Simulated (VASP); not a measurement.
# CO2 (I-42d) in VASP: further runs

One crystal, CO2, is run at these levels: PBE; tasks: relaxation of shape and atoms at fixed volume.

All numbers are computed with VASP 6.6.1; they aren't measurements. Logs are shortened: lines on timing, memory, paths and dates and some standing lists are left out, and cuts for length are marked.

## 1. Starting point

Symmetry: I-42d, No. 122, tetragonal system. Conventional cell: a = 3.906 Å, b = 3.906 Å, c = 6.063 Å, α = 90.00°, β = 90.00°, γ = 90.00°. C (site symmetry -4) is surrounded by 4 O at 1.41 Å. O (site symmetry 2) has 2 C at 1.41 Å as nearest neighbours.

## 2. Relaxation of shape and atoms at fixed volume, PBE (a relaxed cell with its volume scaled by 0.96)

File INCAR:

```
SYSTEM = CO2
ALGO = Normal
EDIFF = 1E-7
EDIFFG = -0.01
ENCUT = 300
GGA = PE
IBRION = 2
ISIF = 4
ISMEAR = 0
KPAR = 2
LASPH = .TRUE.
LCHARG = .FALSE.
LREAL = .FALSE.
LWAVE = .FALSE.
NELM = 80
NSW = 40
PREC = Accurate
SIGMA = 0.03
```

File KPOINTS:

```
k-points
0
G
  6 6 6
  0 0 0
```

File POSCAR:

```
CO2                                     
1.0
   -1.9264326092      1.9264326092      2.9907325391
    1.9264326092     -1.9264326092      2.9907325391
    1.9264326092      1.9264326092     -2.9907325391
  C               O             
     2     4
Direct
     0.0000000000000000    0.0000000000000000    0.0000000000000000
     0.7500000000000000    0.2500000000000000    0.5000000000000000
     0.3750000000000000    0.2984129707713511    0.4234129707713511
     0.7015870292286487    0.1250000000000000    0.0765870292286488
     0.8750000000000000    0.9515870292286487    0.5765870292286487
     0.0484129707713512    0.6250000000000000    0.9234129707713513
```

Potentials or basis: VASP PAW PBE potentials, release 64 (C_s, O_s).

Run with:

```console
> cat potpaw_PBE.64/C_s/POTCAR potpaw_PBE.64/O_s/POTCAR > POTCAR
> mpirun -np 2 vasp_std > vasp.out
```

OUTCAR:

```text
SYSTEM = CO2
   EDIFF = 1E-7
   EDIFFG = -0.01
   ENCUT = 300
   GGA = PE
   IBRION = 2
   ISIF = 4
   ISMEAR = 0
   LASPH = .TRUE.
   LREAL = .FALSE.
   NELM = 80
   NSW = 40
   PREC = Accurate

 ion  position               nearest neighbor table
   1  0.000  0.000  0.000-   4 1.39   3 1.39   5 1.39   6 1.39
   2  0.750  0.250  0.500-   5 1.39   4 1.39   3 1.39   6 1.39
   3  0.375  0.298  0.423-   1 1.39   2 1.39
   4  0.702  0.125  0.077-   1 1.39   2 1.39
   5  0.875  0.952  0.577-   2 1.39   1 1.39
   6  0.048  0.625  0.923-   1 1.39   2 1.39

  LATTYP: Found a body centered tetragonal cell.
 ALAT       =     3.8528652184
 C/A-ratio  =     1.5524719239

  Lattice vectors:

 A1 = (  -1.9264326092,   1.9264326092,   2.9907325391)
 A2 = (   1.9264326092,  -1.9264326092,   2.9907325391)
 A3 = (   1.9264326092,   1.9264326092,  -2.9907325391)

Analysis of symmetry for initial positions (statically):
=====================================================================
 Subroutine PRICEL returns:
 Original cell was already a primitive cell.

 Routine SETGRP: Setting up the symmetry group for a
 body centered tetragonal supercell.

 Subroutine GETGRP returns: Found  8 space group operations
 (whereof  4 operations were pure point group operations)
 out of a pool of 16 trial point group operations.

The static configuration has the point symmetry S_4 .
 The point group associated with its full space group is D_2d.

Analysis of symmetry for dynamics (positions and initial velocities):
=====================================================================
 Subroutine PRICEL returns:
 Original cell was already a primitive cell.

 Routine SETGRP: Setting up the symmetry group for a
 body centered tetragonal supercell.

 Subroutine GETGRP returns: Found  8 space group operations
 (whereof  4 operations were pure point group operations)
 out of a pool of 16 trial point group operations.

The dynamic configuration has the point symmetry S_4 .
 The point group associated with its full space group is D_2d.

 Subroutine INISYM returns: Found  8 space group operations
 (whereof  4 operations are pure point group operations),
 and found     1 'primitive' translations

----------------------------------------------------------------------------------------

                                     Primitive cell

  volume of cell :      44.3961

  direct lattice vectors                    reciprocal lattice vectors
    -1.926432609  1.926432609  2.990732539     0.000000000  0.259547102  0.167183121
     1.926432609 -1.926432609  2.990732539     0.259547102  0.000000000  0.167183121
     1.926432609  1.926432609 -2.990732539     0.259547102  0.259547102  0.000000000

  length of vectors
     4.045586029  4.045586029  4.045586029     0.308731103  0.308731103  0.367055031

  position of ions in fractional coordinates (direct lattice)
     0.000000000  0.000000000  0.000000000
     0.750000000  0.250000000  0.500000000
     0.375000000  0.298412971  0.423412971
     0.701587029  0.125000000  0.076587029
     0.875000000  0.951587029  0.576587029
     0.048412971  0.625000000  0.923412971

  ion indices of the primitive-cell ions
   primitive index   ion index
                 1           1
                 2           2
                 3           3
                 4           4
                 5           5
                 6           6

----------------------------------------------------------------------------------------

 KPOINTS: k-points

Automatic generation of k-mesh.
 Grid dimensions read from file:
 generate k-points for:    6    6    6

 Generating k-lattice:

  Cartesian coordinates                     Fractional coordinates (reciprocal lattice)
     0.000000000  0.043257850  0.027863854     0.166666667  0.000000000 -0.000000000
     0.043257850  0.000000000  0.027863854     0.000000000  0.166666667 -0.000000000
     0.043257850  0.043257850  0.000000000     0.000000000  0.000000000  0.166666667

  Length of vectors
     0.051455184  0.051455184  0.061175839

  Shift w.r.t. Gamma in fractional coordinates (k-lattice)
     0.000000000  0.000000000  0.000000000

 Subroutine IBZKPT returns following result:
 ===========================================

 Found     30 irreducible k-points:

 Following reciprocal coordinates:
            Coordinates               Weight
  0.000000  0.000000  0.000000      1.000000
  0.166667  0.000000  0.000000      8.000000
  0.333333  0.000000  0.000000      8.000000
  0.500000  0.000000 -0.000000      4.000000
  0.166667  0.166667  0.000000      8.000000
  0.333333  0.166667  0.000000     16.000000
[... 16 lines left out ...]
 -0.333333 -0.333333  0.166667      8.000000
 -0.166667 -0.333333  0.166667      8.000000
 [... further k-points ...]
   k-points           NKPTS =     30   k-points in BZ     NKDIM =     30   number of bands    NBANDS=     20
   number of dos      NEDOS =    301   number of ions     NIONS =      6
   total plane-waves  NPLWV =  13824
   dimension x,y,z NGX =    24 NGY =   24 NGZ =   24
   dimension x,y,z NGXF=    48 NGYF=   48 NGZF=   48
   ions per type =               2   4
   NGX,Y,Z   is equivalent  to a cutoff of   9.86,  9.86,  9.86 a.u.
   NGXF,Y,Z  is equivalent  to a cutoff of  19.72, 19.72, 19.72 a.u.
 SYSTEM =  CO2
   PREC   = accura    normal or accurate (medium, high low for compatibility)
   ISTART =      0    job   : 0-new  1-cont  2-samecut
   ICHARG =      2    charge: 1-file 2-atom 10-const
   ISPIN  =      1    spin polarized calculation?
   LNONCOLLINEAR =      F non collinear calculations
   LSORBIT =      F    spin-orbit coupling
   LASPH  =      T    aspherical Exc in radial PAW
   ENCUT  =  300.0 eV  22.05 Ry    4.70 a.u.   5.71  5.71  5.71*2*pi/ulx,y,z
   NELM   =     80;   NELMIN=  2; NELMDL= -5     # of ELM steps
   EDIFF  = 0.1E-06   stopping-criterion for ELM
   LREAL  =      F    real-space projection
   EDIFFG = -.1E-01   stopping-criterion for IOM
   NSW    =     40    number of steps for IOM
   IBRION =      2    ionic relax: 0-MD 1-quasi-New 2-CG
   NFREE  =      1    steps in history (QN), initial steepest desc. (CG)
   ISIF   =      4    stress and relaxation
   ISYM   =      2    0-nonsym 1-usesym 2-fastsym
   POTIM  = 0.5000    time-step for ionic-motion
   TEBEG  =    0.0;   TEEND  =   0.0 temperature during run
   PSTRESS=    0.0 pullay stress
   NELECT =      32.0000    total number of electrons
   NUPDOWN=      -1.0000    fix difference up-down
   EMIN   =  10.00;   EMAX   =-10.00  energy-range for DOS
   EFERMI =   0.00;   METHOD = LEGACY
   ISMEAR =     0;   SIGMA  =   0.03  broadening in eV -4-tet -1-fermi 0-gaus
   EFERMI_NEDOS =   21; number of points for ismear=-14 and -15
   IALGO  =     38    algorithm
   IMIX   =      4    mixing-type and parameters
     AMIX     =   0.40;   BMIX     =  1.00
     AMIX_MAG =   1.60;   BMIX_MAG =  1.00
  volume/ion in A,a.u.               =       7.40        49.93
  Fermi-wavevector in a.u.,A,eV,Ry     =   1.467832  2.773801 29.314180  2.154531
  Thomas-Fermi vector in A             =   2.583403
   LORBIT       =      0    0 simple, 1 ext, 2 COOP (PROOUT), +10 PAW based schemes
   GGA     = PE    functional components
   LHFCALC =     F    Hartree Fock is set to
   AEXX    =    0.0000 exact exchange contribution
   IVDW    =     0    specifies the selected vdW correction
   LEPSILON=     F    determine dielectric tensor
   LRPA    =     F    only Hartree local field effects (RPA)
 conjugate gradient relaxation of ions
 non-spin polarized calculation
 Gauss-broadening in eV      SIGMA  =   0.03
  energy-cutoff  :      300.00
  volume of cell :       44.40
 maximum number of plane-waves:       549
   NGX = 11   NGY = 11   NGZ = 11

--------------------------------------- Ionic step        1  -------------------------------------------

 number of electron      31.9999996 magnetization

 Free energy of the ion-electron system (eV)
  ---------------------------------------------------
  ext. energy  EPLUGINS =         0.00000000
  ---------------------------------------------------
  free energy    TOTEN  =       -42.59214787 eV

  energy without entropy =      -42.59214787  energy(sigma->0) =      -42.59214787

------------------------ aborting loop because EDIFF is reached ----------------------------------------

  FORCE on cell =-STRESS in cart. coord.  units (eV):
  Direction    XX          YY          ZZ          XY          YZ          ZX
  --------------------------------------------------------------------------------------
  -------------------------------------------------------------------------------------
  Total        4.3157580      4.3157580      3.5142621      0.0000000      0.0000000      0.0000000
  in kB      155.7479921    155.7479921    126.8234362      0.0000000      0.0000000      0.0000000
  external PRESSURE =     146.1064735 kB  Pullay stress =       0.0000000 kB

 VOLUME and BASIS-vectors are now :
 -----------------------------------------------------------------------------
  energy-cutoff  :      300.00
  volume of cell :       44.40
      direct lattice vectors                 reciprocal lattice vectors
    -1.926432609  1.926432609  2.990732539     0.000000000  0.259547102  0.167183121
     1.926432609 -1.926432609  2.990732539     0.259547102  0.000000000  0.167183121
     1.926432609  1.926432609 -2.990732539     0.259547102  0.259547102  0.000000000
[... 121 lines left out ...]
 POSITION                                       TOTAL-FORCE (eV/Angst)
 -----------------------------------------------------------------------------------
      0.00000      0.00000      0.00000        -0.000000      0.000000      0.000000
      0.00000      1.92854      1.49210        -0.000000      0.000000      0.000000
      0.69124      0.96427      0.74605         0.005508      0.000000      0.000000
     -0.96427      1.23730      2.23815        -0.000000     -0.005508     -0.000000
      1.23730      0.96427      3.73024        -0.005508      0.000000     -0.000000
      2.89281      0.69124     -0.74605        -0.000000      0.005508      0.000000
 -----------------------------------------------------------------------------------
    total drift:                                0.000002      0.000002      0.000003

  FREE ENERGIE OF THE ION-ELECTRON SYSTEM (eV)
  ---------------------------------------------------
  free  energy   TOTEN  =       -42.6205183689 eV

  energy  without entropy=      -42.6205183689  energy(sigma->0) =      -42.62051837

--------------------------------------- Ionic step        5  -------------------------------------------

 number of electron      31.9999995 magnetization

 Free energy of the ion-electron system (eV)
  ---------------------------------------------------
  ext. energy  EPLUGINS =         0.00000000
  ---------------------------------------------------
  free energy    TOTEN  =       -42.62066488 eV

  energy without entropy =      -42.62066488  energy(sigma->0) =      -42.62066488

 E-fermi :   3.7920     XC(G=0): -11.4548

 val. band max:        3.6660939112   @ k =   0.5000   0.0000  -0.0000
 cond. band min:      11.1705236881   @ k =   0.0000   0.0000   0.0000
 fundamental gap:      7.5044297769
 Fermi energy:         3.7919975032

 k-point     1 :       0.0000    0.0000    0.0000
  band No.  band energies     occupation
      1     -20.6192      2.00000
      2     -15.3861      2.00000
      3     -15.3861      2.00000
      4     -14.7097      2.00000
      5     -10.7586      2.00000
      6      -6.0088      2.00000
[... 12 lines left out ...]
     19      13.0296      0.00000
     20      13.0296      0.00000
[... 507 lines left out ...]
 k-point    24 :      -0.1667   -0.3333    0.1667
  band No.  band energies     occupation
      1     -19.9677      2.00000
      2     -16.6073      2.00000
      3     -15.5317      2.00000
      4     -15.4017      2.00000
      5      -9.0561      2.00000
      6      -5.7285      2.00000
[... 12 lines left out ...]
     19      12.8738      0.00000
     20      13.9442      0.00000

 [... further k-points ...]
[... 5 lines left out ...]
  --------------------------------------------------------------------------------------
  -------------------------------------------------------------------------------------
  Total        2.5985718      2.5985718      2.6089756      0.0000000      0.0000000      0.0000000
  in kB       93.7778126     93.7778126     94.1532671      0.0000000      0.0000000      0.0000000
  external PRESSURE =      93.9029641 kB  Pullay stress =       0.0000000 kB

 VOLUME and BASIS-vectors are now :
 -----------------------------------------------------------------------------
  energy-cutoff  :      300.00
  volume of cell :       44.40
      direct lattice vectors                 reciprocal lattice vectors
    -1.926735525  1.926735525  2.989792223     0.000000000  0.259506296  0.167235702
     1.926735525 -1.926735525  2.989792223     0.259506296  0.000000000  0.167235702
     1.926735525  1.926735525 -2.989792223     0.259506296  0.259506296  0.000000000

 POSITION                                       TOTAL-FORCE (eV/Angst)
 -----------------------------------------------------------------------------------
      0.00000      0.00000      0.00000        -0.000000     -0.000000     -0.000000
     -0.00000      1.92674      1.49490        -0.000000     -0.000000      0.000000
      0.69137      0.96337      0.74745         0.001653     -0.000000      0.000000
     -0.96337      1.23537      2.24234        -0.000000     -0.001653      0.000000
      1.23537      0.96337      3.73724        -0.001653     -0.000000      0.000000
      2.89010      0.69137     -0.74745        -0.000000      0.001653      0.000000
 -----------------------------------------------------------------------------------
    total drift:                                0.000002      0.000002      0.000001

  FREE ENERGIE OF THE ION-ELECTRON SYSTEM (eV)
  ---------------------------------------------------
  free  energy   TOTEN  =       -42.6206648775 eV

  energy  without entropy=      -42.6206648775  energy(sigma->0) =      -42.62066488

 reached required accuracy - stopping structural energy minimisation
```

It took 25 s on 2 MPI ranks of AMD EPYC 7R13 (Zen 3), shared host; peak memory 0.1 GiB.

The run converged, but some of its settings lie outside the range that counts as converged, so its numbers aren't taken as properties of the crystal.

What came out:

| Property | Result |
| --- | --- |
| Free energy | -42.6207 eV |
| Energy gained by relaxing | 4.8 meV/atom |
| Ionic steps | 5 |
| Band gap on the k mesh | 7.50 eV, indirect (least direct gap 7.83 eV) |

Caveat: the cutoff is under 1.25 times the usual one of these potentials, so pressure, stress and relaxed cells hold a basis-set (Pulay) error.

## 3. Relaxation of shape and atoms at fixed volume, PBE (a relaxed cell with its volume scaled by 0.98)

INCAR is that of step 2.

KPOINTS is that of step 2.

Edit POSCAR of step 2 so:

```diff
@@ -2,5 +2,5 @@
 1.0
-   -1.9264326092      1.9264326092      2.9907325391
-    1.9264326092     -1.9264326092      2.9907325391
-    1.9264326092      1.9264326092     -2.9907325391
+   -1.9397187712      1.9397187712      3.0113589325
+    1.9397187712     -1.9397187712      3.0113589325
+    1.9397187712      1.9397187712     -3.0113589325
   C               O
```

Potentials or basis: VASP PAW PBE potentials, release 64 (C_s, O_s).

Run with:

```console
> cat potpaw_PBE.64/C_s/POTCAR potpaw_PBE.64/O_s/POTCAR > POTCAR
> mpirun -np 2 vasp_std > vasp.out
```

Wall time 25 s (2 MPI ranks of AMD EPYC 7R13 (Zen 3), shared host); peak memory 0.11 GiB.

These settings aren't checked as converged: the numbers below hold their error.

Results:

```
Free energy                  : -42.6880 eV
Energy gained by relaxing    : 1.2 meV/atom
Ionic steps                  : 4
Largest force after relaxing : 0.004 eV/Å
Band gap on the k mesh       : 7.50 eV, indirect (least direct gap 7.86 eV)
```

Caveat: the cutoff is under 1.25 times the usual one of these potentials, so pressure, stress and relaxed cells hold a basis-set (Pulay) error.

[end of part 1 of 2]
